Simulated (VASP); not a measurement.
In CeO$_{2}$ (fluorite type) the Ce atom of the primitive cell, with all its periodic images, is moved by 0.06 Å along [111].

```xyz
3
Lattice="0.0000 2.7300 2.7300 2.7300 0.0000 2.7300 2.7300 2.7300 0.0000" Properties=species:S:1:pos:R:3 pbc="T T T"
Ce    0.0346    0.0346    0.0346
O     1.3650    1.3650    1.3650
O     4.0950    4.0950    4.0950
```

Level of theory: PBE, plane waves, standard recommended PAW potentials, 4f in the valence (VASP).

Cutoff 520 eV; orbitals from an earlier step on the same cell; potentials Ce O; PREC = Accurate; k-mesh 4×4×4 Γ-centred; Fermi–Dirac smearing of 0.05 eV; no spin polarisation; no spin–orbit coupling.

(1) What force results?

## Answers

(1) The force on it along the displacement is -0.3849 eV/Å, a force constant of 6.41 eV/Å².

```
atom  Fx (eV/Å)  Fy (eV/Å)  Fz (eV/Å)
 Ce1    -0.2222    -0.2222    -0.2222
  O2     0.1212     0.1212     0.1212
  O3     0.1010     0.1010     0.1010
```

The k-mesh is modest, so these values aren't fully converged in k.
